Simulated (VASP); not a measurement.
# ZnO (zincite) (P6_3mc) in VASP: further runs, part 2 of 2

VASP 6.6.1.

## 5. Band structure, r2SCAN-EpsX

Contents of POSCAR:

```
ZnO
1.0
    3.2493080000      0.0000000000      0.0000000000
   -1.6246540000      2.8139832727      0.0000000000
    0.0000000000      0.0000000000      5.2057090000
Zn O
2 2
Direct
    0.6666666667      0.3333333333      0.0000000000
    0.3333333333      0.6666666667      0.5000000000
    0.3333333333      0.6666666667      0.8790100000
    0.6666666667      0.3333333333      0.3790100000
```

Contents of INCAR.step1:

```
SYSTEM = ZnO
PREC     = Accurate       ! precision mode
ENCUT    = 520            ! plane-wave cutoff, eV
EDIFF    = 1E-8           ! SCF threshold, eV
ISMEAR   = 0              ! smearing method
SIGMA    = 0.02           ! smearing width, eV
LREAL    = .FALSE.        ! projectors in reciprocal space
LASPH    = .TRUE.         ! aspherical terms in the spheres
NELM     = 60             ! most SCF steps
ALGO     = Normal         ! electronic algorithm
ISIF     = 2              ! what is computed and relaxed
LWAVE    = .FALSE.        ! write WAVECAR
LCHARG   = .FALSE.        ! write CHGCAR
GGA      = PE             ! functional
LEPSILON = .TRUE.         ! dielectric tensor by DFPT
KPAR     = 4
```

Contents of KPOINTS.step1:

```
Automatic mesh
0
G
  10 10 6
  0 0 0
```

Contents of INCAR.step2:

```
SYSTEM = ZnO
PREC     = Accurate       ! precision mode
ENCUT    = 520            ! plane-wave cutoff, eV
EDIFF    = 1E-5           ! SCF threshold, eV
ISMEAR   = 0              ! smearing method
SIGMA    = 0.02           ! smearing width, eV
LREAL    = .FALSE.        ! projectors in reciprocal space
LASPH    = .TRUE.         ! aspherical terms in the spheres
NELM     = 60             ! most SCF steps
ALGO     = Normal         ! electronic algorithm
ISIF     = 2              ! what is computed and relaxed
LWAVE    = .TRUE.         ! write WAVECAR
LCHARG   = .FALSE.        ! write CHGCAR
GGA      = PE             ! functional
KPAR     = 4
```

Contents of KPOINTS.step2:

```
regular mesh
0
G
  6 6 4
  0 0 0
```

Contents of INCAR.step3:

```
SYSTEM = ZnO
PREC     = Accurate       ! precision mode
ENCUT    = 520            ! plane-wave cutoff, eV
EDIFF    = 1E-6           ! SCF threshold, eV
ISMEAR   = 0              ! smearing method
SIGMA    = 0.02           ! smearing width, eV
LREAL    = .FALSE.        ! projectors in reciprocal space
LASPH    = .TRUE.         ! aspherical terms in the spheres
NELM     = 60             ! most SCF steps
ALGO     = Normal         ! electronic algorithm
ISIF     = 2              ! what is computed and relaxed
LWAVE    = .FALSE.        ! write WAVECAR
LCHARG   = .FALSE.        ! write CHGCAR
METAGGA  = R2SCAN         ! meta-GGA
LHFCALC  = .TRUE.         ! exact exchange
AEXX     = 0.1803         ! exact-exchange fraction
LMIXTAU  = .TRUE.       
PRECFOCK = Fast         
ISTART   = 1            
HFRCUT   = -1           
KPAR     = 4
```

Contents of KPOINTS.step3:

```
regular mesh
0
G
  6 6 4
  0 0 0
```

Contents of KPOINTS_OPT:

```
path GMKGALHA,LM,KH
8
line-mode
reciprocal
 0.0000000000  0.0000000000  0.0000000000  G
 0.5000000000  0.0000000000  0.0000000000  M

 0.5000000000  0.0000000000  0.0000000000  M
 0.3333333333  0.3333333333  0.0000000000  K

 0.3333333333  0.3333333333  0.0000000000  K
 0.0000000000  0.0000000000  0.0000000000  G

 0.0000000000  0.0000000000  0.0000000000  G
 0.0000000000  0.0000000000  0.5000000000  A

 0.0000000000  0.0000000000  0.5000000000  A
 0.5000000000  0.0000000000  0.5000000000  L

 0.5000000000  0.0000000000  0.5000000000  L
 0.3333333333  0.3333333333  0.5000000000  H

 0.3333333333  0.3333333333  0.5000000000  H
 0.0000000000  0.0000000000  0.5000000000  A

 0.5000000000  0.0000000000  0.5000000000  L
 0.5000000000  0.0000000000  0.0000000000  M

 0.3333333333  0.3333333333  0.0000000000  K
 0.3333333333  0.3333333333  0.5000000000  H
```

On the command line:

```bash
$ cat potpaw_PBE.64/Zn/POTCAR potpaw_PBE.64/O/POTCAR > POTCAR
$ cp INCAR.step1 INCAR
$ cp KPOINTS.step1 KPOINTS
$ mpirun -np 4 vasp_std > vasp.out
$ cp INCAR.step2 INCAR
$ cp KPOINTS.step2 KPOINTS
$ mpirun -np 4 vasp_std > vasp.out
$ cp INCAR.step3 INCAR
$ cp KPOINTS.step3 KPOINTS
$ mpirun -np 4 vasp_std > vasp.out
```

It took 42 min on 4 MPI ranks of Intel Xeon Platinum 8375C at 2.90GHz (Ice Lake), shared host; peak memory 0.49 GiB.

Results (log left out):

- Free energy: -37.5972 eV
- Pressure: -1.6 GPa
- Largest force: 0.089 eV/Å
- Band gap on the k mesh: 2.86 eV, direct
- Band gap along the path: 2.86 eV, direct

Forces on the atoms (eV/Å):
```
Zn   0.000  0.000 -0.089
Zn   0.000  0.000 -0.089
O    0.000  0.000  0.089
O    0.000  0.000  0.089
```

Stress tensor (GPa, compression positive):
```
-2.08  0.00  0.00
 0.00 -2.08  0.00
 0.00  0.00 -0.56
```

Levels at the corners of the path, in eV from the valence-band top:
```csv
point,band 16,band 17,band 18,band 19,band 20,band 21
Γ,-0.06,0.00,0.00,2.86,7.67,10.77
M,-2.41,-1.39,-0.88,8.25,9.07,9.83
M,-2.41,-1.39,-0.88,8.25,9.07,9.83
K,-2.08,-2.08,-1.83,9.78,10.39,10.39
K,-2.08,-2.08,-1.83,9.78,10.39,10.39
Γ,-0.06,0.00,0.00,2.86,7.67,10.77
Γ,-0.06,0.00,0.00,2.86,7.67,10.77
A,-0.43,-0.43,-0.43,5.65,5.65,12.75
A,-0.43,-0.43,-0.43,5.65,5.65,12.75
L,-1.61,-1.45,-1.45,7.96,7.96,11.16
L,-1.61,-1.45,-1.45,7.96,7.96,11.16
H,-2.91,-1.30,-1.30,10.24,10.24,10.56
H,-2.91,-1.30,-1.30,10.24,10.24,10.56
A,-0.43,-0.43,-0.43,5.65,5.65,12.75
L,-1.61,-1.45,-1.45,7.96,7.96,11.16
M,-2.41,-1.39,-0.88,8.25,9.07,9.83
K,-2.08,-2.08,-1.83,9.78,10.39,10.39
H,-2.91,-1.30,-1.30,10.24,10.24,10.56
```

Caveat: the PAW data sets were made with another functional, which shifts forces and pressure a little.

## 6. Summary

| level | screening parameter | exchange at q = 0 | share of exact exchange | gap on the mesh (eV) | pressure (GPa) | largest force (eV/Å) |
| --- | --- | --- | --- | --- | --- | --- |
| HSE06 | 0.2 1/A | - | - | 2.50 | 1.7 | 0.08 |
| HSE03 | - | - | - | 2.25 | 1.9 | 0.08 |
| PBE0 | - | truncated | - | 3.17 | 1.5 | 0.08 |
| r2SCAN-EpsX | - | truncated | 0.1803 | 2.86 | -1.6 | 0.09 |

Alike in all rows: task band structure; potentials or basis VASP PAW PBE potentials, release 64 (Zn, O); no spin polarisation; cell as given; k mesh 6 × 6 × 4; cutoff (eV) 520; smearing gaussian 0.02 eV.

On the cell as given the gap runs from 2.25 eV (HSE03) to 3.17 eV (PBE0). The pressure there spans -1.6 GPa (r2SCAN-EpsX) to 1.9 GPa (HSE03); a positive pressure means that this level wants a larger cell, a negative one a smaller.

Caveats: the PAW data sets were made with another functional, which shifts forces and pressure a little.

Total energies depend on the potentials used, so only differences within one code and one set of settings carry meaning.

## 7. Comparison with measurements

Step 2. A measured gap of ZnO is 3.37 eV (quoted in “Electronic structure of alkaline earth and post-transition metal oxides”, 2009, arxiv:0908.1581); the calculated 2.50 eV misses it by -0.87 eV. The value is that of HSE06, without temperature or zero-point motion.

Step 3. A measured gap of ZnO is 3.37 eV (quoted in “Electronic structure of alkaline earth and post-transition metal oxides”, 2009, arxiv:0908.1581); the calculated 2.25 eV misses it by -1.12 eV. The value is that of HSE03, without temperature or zero-point motion.

Step 4. Against the measured gap of ZnO, 3.37 eV (quoted in “Electronic structure of alkaline earth and post-transition metal oxides”, 2009, arxiv:0908.1581), the calculated 3.17 eV is off by -0.20 eV. The value is that of PBE0, without temperature or zero-point motion.

Step 5. A measured gap of ZnO is 3.37 eV (quoted in “Electronic structure of alkaline earth and post-transition metal oxides”, 2009, arxiv:0908.1581); the calculated 2.86 eV misses it by -0.51 eV. The value is that of r2SCAN-EpsX, without temperature or zero-point motion.
